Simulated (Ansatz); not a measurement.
# Ag, one cell by several methods

```
Ag
1.0
     2.93000   -0.05860   -0.05860
    -1.51575    2.56675   -0.02145
    -0.09580   -0.09580    4.79000
Ag
2
Cartesian
  -0.0578 1.6677 1.1637
  1.3762 0.7447 3.5463
```

Atoms are numbered in the order listed.

The cell is COD entry 1509145, as deposited and not checked against the literature; nothing was relaxed. The listed cell was then made from it by scaling, straining or moving an atom.

All numbers are computed: DFT, PBE, PAW with Ansatz's default frozen-core files, scalar-relativistic (Ansatz 0.2.0); DFT, PBE, all-electron PAW with datasets made for the crystal, scalar-relativistic (Ansatz 0.2.0); DFT, PBE, all-electron LAPW, scalar-relativistic (Ansatz 0.2.0).

For PAW: a Γ-centred 13×13×7 k mesh, Fermi–Dirac smearing of 0.03 eV, cutoff 420 eV, no spin polarisation. The crystal-made all-electron datasets (AE datasets) take a cutoff of 260 eV at this cell. LAPW targets a basis error of 0.25 meV/atom. The Ansatz runs share mesh, smearing and spin set-up. Plane-wave (PAW) pressures include the program's estimate of the Pulay term.

Stress and pressure are positive in compression.

The change that made this cell: equal xy, yz and zx engineering shear strains of -4 %.

```tsv
quantity	PAW	AE datasets	LAPW
pressure (GPa)	0.63	0.62	0.62
stress xx (GPa)	-0.26	-0.27	-0.27
stress yy (GPa)	0.36	0.34	0.34
stress zz (GPa)	1.81	1.79	1.80
stress yz (GPa)	0.98	0.98	0.98
stress xz (GPa)	0.98	0.98	0.98
stress xy (GPa)	1.32	1.32	1.32
force on Ag1, x (eV/Å)	0.073	0.073	0.073
```

PAW's pressure differs from the LAPW value by about 0.01 GPa or less.
